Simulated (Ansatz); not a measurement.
A plane-wave DFT run in Ansatz 0.2.0 (scalar-relativistic PAW potentials unless the input names others): input and command.

```yaml
crystal:
  lattice:
    - [2.8351352458, 2.8351352458, 0.0]
    - [-2.8351352458, 2.8351352458, 0.0]
    - [0.0, 0.0, 5.3658381926]
  atoms:
    - { symbol: Ga, position: [0.0, 0.0, 0.0] }
    - { symbol: Ga, position: [0.5, 0.5, 0.5] }
    - { symbol: P, position: [0.5, 0.0, 0.75] }
    - { symbol: P, position: [0.0, 0.5, 0.25] }
kpoints:
  mp_grid: { grid: [8, 8, 6] }
hamiltonian:
  xc: pbe
  pseudopotentials: { kind: nc }
scf:
  occupations: { method: gaussian, width: 0.02 }
output:
  forces: true
  eigenvalues: true
  stress: true
```

```bash
ansatz run input.yaml --threads 1 --pin off --max-ram 2560MiB --backend cpu --events-out ev --progress --plain --runs-dir out
```

Abridged log:
```
Basis set: ecut = 1088.45545 eV, 6961 PW (Γ), exchange–correlation on 90×90×120 points (8 copies of the dense FFT grid, shifted against one another)
Bands: 22, of which v1, the nominal top of the filled ones, is band 18 counted from 1 (17 counted from 0)
Symmetry: 16 space group operations
k-points: 60 of 384 (time reversal used)
SCF iter   1: F=—  HF=-4540.626830 eV  |F-HF|=—  |Δ(HF+E_count)|=         —  Δρ=3.53e-2  dr2=1.19e0  ethr=3.10e-3  ⟨swp⟩=7.1  Hψ=6980  notcnv=0
SCF iter   2: F=—  HF=-4540.430866 eV  |F-HF|=—  |Δ(HF+E_count)|=   1.96e-1  Δρ=2.02e-2  dr2=3.44e-1  ethr=3.10e-3  ⟨swp⟩=1.3  Hψ=1832  notcnv=0
SCF iter   3: F=—  HF=-4540.383476 eV  |F-HF|=—  |Δ(HF+E_count)|=   4.74e-2  Δρ=2.93e-3  dr2=1.12e-2  ethr=9.56e-4  ⟨swp⟩=2.4  Hψ=1816  notcnv=0
SCF iter   4: F=—  HF=-4540.388913 eV  |F-HF|=—  |Δ(HF+E_count)|=   5.44e-3  Δρ=9.24e-4  dr2=7.47e-4  ethr=3.11e-5  ⟨swp⟩=2.5  Hψ=2043  notcnv=0
SCF iter   5: F=—  HF=-4540.390230 eV  |F-HF|=—  |Δ(HF+E_count)|=   1.32e-3  Δρ=1.55e-4  dr2=1.76e-5  ethr=2.08e-6  ⟨swp⟩=2.0  Hψ=2041  notcnv=0
SCF iter   6: F=—  HF=-4540.390131 eV  |F-HF|=—  |Δ(HF+E_count)|=   9.89e-5  Δρ=4.02e-5  dr2=8.16e-7  ethr=4.90e-8  ⟨swp⟩=2.0  Hψ=2393  notcnv=0
SCF iter   7: F=-4540.390131 eV  HF=-4540.390131 eV  |F-HF|=5.77e-8  |Δ(HF+E_count)|=   5.23e-7  Δρ=7.44e-6  dr2=3.82e-8  ethr=2.78e-10  ⟨swp⟩=8.0  Hψ=7628  notcnv=0
SCF 1 converged in 7 iterations: F = -4540.390131 eV  dr2 = 3.82e-8
SCF converged after 7 iterations
Free energy (F): -4540.390131 eV
Harris-Foulkes:  -4540.390131 eV  (|F-HF|=5.77e-8)
Internal energy: -4540.390131 eV  (E = F + TS)
E sigma→0 (E₀):  -4540.390131 eV
Fermi energy:    7.535747 eV
--- Forces (eV/Å), atoms counted from 1 ---
  atom   1  Ga     0.00000000     0.00000000     0.00000000
  atom   2  Ga     0.00000000     0.00000000     0.00000000
  atom   3  P      0.00000000     0.00000000     0.00000000
  atom   4  P      0.00000000     0.00000000     0.00000000
--- Stress (GPa, compression-positive) ---
       -3.517471       0.000000       0.000000
        0.000000      -3.517471       0.000000
        0.000000       0.000000       0.052416
  P = ⅓ Tr σ = -2.3275 GPa (-23.275 kbar)
```

Apart from outputs, empty bands and the relaxation, which only the reference makes, the input differs from a reference run on usual settings in hamiltonian.pseudopotentials: not typed → {"kind": "nc"}; basis.ecutwfc: 420 → not typed. The reference, at the same geometry, ended its own course with pressure -2.39 GPa, largest force 0.000 eV/Å, gap on the mesh 1.11 eV. This run converged in 7 SCF iterations with a total energy on another zero, pressure -2.33 GPa, largest force 0.000 eV/Å, gap on the mesh 1.10 eV.

The run took 25 s on 1 thread of Intel(R) Xeon(R) Platinum 8488C (Sapphire Rapids), on a shared host, peak memory 0.57 GiB.